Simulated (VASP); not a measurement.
# As (Pm-3m) in VASP: settings compared

One crystal, As, is run at these levels: AM05+D4, PBE+dDsC; tasks: density of states, core levels.

Everything below comes from runs of VASP 6.6.1. Logs are shortened: lines on timing, memory, paths and dates and some standing lists are left out, and cuts for length are marked.

## 1. The structure

It takes space group Pm-3m (No. 221, cubic). The conventional cell has a = 2.704 Å, b = 2.704 Å, c = 2.704 Å, α = 90.00°, β = 90.00°, γ = 90.00°. As (site symmetry m-3m) has 6 As at 2.70 Å as nearest neighbours.

This isn't the form of As at room conditions, which is rhombohedral.

## 2. Density of states, AM05+D4, collinear spin, ferromagnetic start (volume scaled by 1.04)

run.py reads:

```python
from ase import Atoms
from ase.calculators.vasp import Vasp
from ase.dft.dos import DOS

atoms = Atoms(
    ['As'],
    cell=[[2.7392605843, 0.0, 0.0], [0.0, 2.7392605843, 0.0], [0.0, 0.0, 2.7392605843]],
    scaled_positions=[[0.5, 0.5, 0.5]],
    pbc=True,
)
atoms.set_initial_magnetic_moments([0.5])
calc = Vasp(
    directory='calc',
    xc='am05',
    pp='PBE',
    setups='recommended',
    prec='High',
    encut=520,
    ediff=1e-06,
    ismear=-1,
    sigma=0.1,
    lreal=False,
    lasph=True,
    nelm=80,
    algo='Normal',
    isif=2,
    lwave=False,
    lcharg=False,
    ispin=2,
    lorbit=11,
    ivdw=13,
    kpts=[5, 5, 5],
    gamma=True,
    nbands=12,
)
atoms.calc = calc

print('energy (eV):', atoms.get_potential_energy())
print('free energy (eV):', atoms.get_potential_energy(force_consistent=True))
print('forces (eV/A):')
print(atoms.get_forces())
print('stress (eV/A^3, Voigt):', atoms.get_stress())
print('Fermi level (eV):', calc.get_fermi_level())
print('moment (muB):', atoms.get_magnetic_moment())
print('site moments (muB):', atoms.get_magnetic_moments())
dos = DOS(calc, width=0.1, window=(-10, 10), npts=301)
print('E - E_F (eV), DOS (1/eV)')
for e, g in zip(dos.get_energies(), dos.get_dos()):
    print(f'{e:8.3f} {g:10.4f}')
```

Potentials or basis: VASP PAW PBE potentials, release 64 (As).

On the command line:

```bash
$ python run.py
```

Log:

```text
energy (eV): -4.896172770000001
free energy (eV): -4.9088162
forces (eV/A):
[[0. 0. 0.]]
stress (eV/A^3, Voigt): [ 0.03802089  0.03802089  0.03802089 -0.         -0.         -0.        ]
Fermi level (eV): 5.55139355
moment (muB): 8e-06
site moments (muB): [0.]
E - E_F (eV), DOS (1/eV)
 -10.000     0.0578
  -9.933     0.3632
  -9.867     0.9385
  -9.800     0.9971
  -9.733     0.4355
  -9.667     0.0782
[... 293 lines left out ...]
   9.933     1.8026
  10.000     1.1460
```

Run time: 5.1 s. Hardware: 1 thread of Intel Xeon 6975P-C (Granite Rapids), shared host; peak memory 0.12 GiB.

The run converged, but some of its settings lie outside the range that counts as converged (typed here: k = 5 × 5 × 5; PREC = High; ISMEAR = -1; SIGMA = 0.1), so its numbers aren't taken as properties of the crystal.

What came out:

* Free energy: -4.9088 eV
* Pressure: -6.1 GPa
* Band gap on the k mesh: none (metal or under the smearing width)
* Net moment: 0.00 μB per cell
* Valence electrons inside the program's atomic spheres: As 2.65
* Dispersion energy per atom: -0.268 eV

Caveat: the k mesh is coarse (spacing up to 0.46 Å⁻¹), so the values aren't converged; the PAW data sets were made with another functional, which shifts forces and pressure a little; pairwise dispersion overbinds metals, which lowers pressure and volume.

## 3. Core levels, PBE+dDsC, spin-orbit coupling, no magnetisation

INCAR reads:

```
SYSTEM = As
  ALGO = Normal
  EDIFF = 1E-6
  ENCUT = 520
  GGA = PE
  GGA_COMPAT = .False.
  ICORELEVEL = 1
  ISIF = 2
  ISMEAR = 0
  IVDW = 4
  LASPH = .True.
  LCHARG = .False.
  LORBIT = 11
  LREAL = .False.
  LSORBIT = .True.
  LWAVE = .False.
  MAGMOM = 0 0 0
  NELM = 100
  PREC = Accurate
  SIGMA = 0.05
```

KPOINTS reads:

```
k-points
0
Gamma
  7 7 7
  0 0 0
```

POSCAR reads:

```
As
1.0
    2.7036817444      0.0000000000      0.0000000000
    0.0000000000      2.7036817444      0.0000000000
    0.0000000000      0.0000000000      2.7036817444
As
1
Direct
    0.5000000000      0.5000000000      0.5000000000
```

Potentials or basis: VASP PAW PBE potentials, release 64 (As).

On the command line:

```bash
$ cat potpaw_PBE.64/As/POTCAR > POTCAR
$ mpirun -np 1 vasp_ncl > vasp.out
```

OUTCAR:

```text
SYSTEM = As
   EDIFF = 1E-6
   ENCUT = 520
   GGA = PE
   ISIF = 2
   ISMEAR = 0
   IVDW = 4
   LASPH = .True.
   LORBIT = 11
   LREAL = .False.
   LSORBIT = .True.
   NELM = 100
   PREC = Accurate
  IVDW =   4

 ion  position               nearest neighbor table
   1  0.500  0.500  0.500-

  LATTYP: Found a simple cubic cell.
 ALAT       =     2.7036817444

  Lattice vectors:

 A1 = (   2.7036817444,   0.0000000000,   0.0000000000)
 A2 = (   0.0000000000,   2.7036817444,   0.0000000000)
 A3 = (   0.0000000000,   0.0000000000,   2.7036817444)

Analysis of symmetry for initial positions (statically):
=====================================================================
 Subroutine PRICEL returns:
 Original cell was already a primitive cell.

 Routine SETGRP: Setting up the symmetry group for a
 simple cubic supercell.

 Subroutine GETGRP returns: Found 48 space group operations
 (whereof 48 operations were pure point group operations)
 out of a pool of 48 trial point group operations.
[... 498 lines left out ...]
  energy-cutoff  :      520.00
  volume of cell :       19.76
      direct lattice vectors                 reciprocal lattice vectors
     2.703681744  0.000000000  0.000000000     0.369866018  0.000000000  0.000000000
     0.000000000  2.703681744  0.000000000     0.000000000  0.369866018  0.000000000
     0.000000000  0.000000000  2.703681744     0.000000000  0.000000000  0.369866018

 POSITION                                       TOTAL-FORCE (eV/Angst)
 -----------------------------------------------------------------------------------
      1.35184      1.35184      1.35184         0.000000      0.000000      0.000000
 -----------------------------------------------------------------------------------
    total drift:                                0.000000      0.000000      0.000000

  FREE ENERGIE OF THE ION-ELECTRON SYSTEM (eV)
  ---------------------------------------------------
  free  energy   TOTEN  =        -4.9083980322 eV

  energy  without entropy=       -4.9067595805  energy(sigma->0) =       -4.90757881

 Spin-Orbit-Coupling matrix elements

 Ion:    1  E_soc:     -0.0244134
 l=   1
     0.0000000    -0.0040620    -0.0040620
    -0.0040620     0.0000000    -0.0040620
    -0.0040620    -0.0040620     0.0000000
 l=   2
     0.0000000    -0.0000018     0.0000000    -0.0000018    -0.0000050
    -0.0000018     0.0000000    -0.0000038    -0.0000018    -0.0000013
     0.0000000    -0.0000038     0.0000000    -0.0000038     0.0000000
    -0.0000018    -0.0000018    -0.0000038     0.0000000    -0.0000013
    -0.0000050    -0.0000013     0.0000000    -0.0000013     0.0000000
 l=   3
     0.0000000     0.0000000     0.0000000     0.0000000     0.0000000     0.0000000     0.0000000
     0.0000000     0.0000000     0.0000000     0.0000000     0.0000000     0.0000000     0.0000000
     0.0000000     0.0000000     0.0000000     0.0000000     0.0000000     0.0000000     0.0000000
     0.0000000     0.0000000     0.0000000     0.0000000     0.0000000     0.0000000     0.0000000
     0.0000000     0.0000000     0.0000000     0.0000000     0.0000000     0.0000000     0.0000000
     0.0000000     0.0000000     0.0000000     0.0000000     0.0000000     0.0000000     0.0000000
     0.0000000     0.0000000     0.0000000     0.0000000     0.0000000     0.0000000     0.0000000

 total charge

# of ion       s       p       d       tot
------------------------------------------
    1        1.299   1.327   0.055   2.682

 magnetization (x)

# of ion       s       p       d       tot
------------------------------------------
    1       -0.000  -0.000   0.000  -0.000

 magnetization (y)

# of ion       s       p       d       tot
------------------------------------------
    1        0.000  -0.000   0.000  -0.000

 magnetization (z)

# of ion       s       p       d       tot
------------------------------------------
    1       -0.000  -0.000   0.000  -0.000
```

stdout:

```text
POSCAR found type information on POSCAR As
 POSCAR found :  1 types and       1 ions
 scaLAPACK will be used
 LDA part: xc-table for (Slater+PW92), standard interpolation
 POSCAR, INCAR and KPOINTS ok, starting setup
 FFT: planning ... GRIDC
 FFT: planning ... GRID_SOFT
 FFT: planning ... GRID
 WAVECAR not read
 entering main loop
 augmentation electrons   5.08752463878254
 total        electrons   5.08752463878254
 augmentation electrons  3.481157738046260E-028
 total        electrons  3.481157738046260E-028
 augmentation electrons -3.714400200123378E-028
 total        electrons -3.714400200123378E-028
 augmentation electrons  3.612489907846444E-028
 total        electrons  3.612489907846444E-028
 augmentation electrons   98.4848044936169
 total        electrons   98.4848044936169
 augmentation electrons   96.5557081936169
 total        electrons   96.5557081936169
 augmentation electrons   96.5557081936169
 total        electrons   96.5557081936169
 augmentation electrons   96.5557081936169
 total        electrons   96.5557081936169
 augmentation electrons -0.727986649082139
 soft         electrons   5.81551138787658
 total        electrons   5.08752473879444
 augmentation electrons  3.416173201031325E-028
 soft         electrons  3.231174267785264E-027
 total        electrons  3.572791587888397E-027
 augmentation electrons -4.143637946518713E-028
 soft         electrons  1.723292942818808E-026
 total        electrons  1.681856563353620E-026
 augmentation electrons  8.840172519132964E-029
 soft         electrons  4.308232357047019E-027
 total        electrons  4.396634082238349E-027
 translations:           3           3           3
```

It took 6.6 s on 1 thread of Intel Xeon 6975P-C (Granite Rapids), shared host; peak memory 0.15 GiB.

Results:

* Free energy: -4.9084 eV
* Pressure: -0.2 GPa
* Valence electrons inside the program's atomic spheres: As 2.68
* Dispersion energy per atom: -0.308 eV

Core levels (eV, on the scale of the bands):
```tsv
atom	levels
1 As	1s -11707.1, 2s -1475.6, 2p -1292.4, 3s -179.5, 3p -122.9, 3d -29.9
```
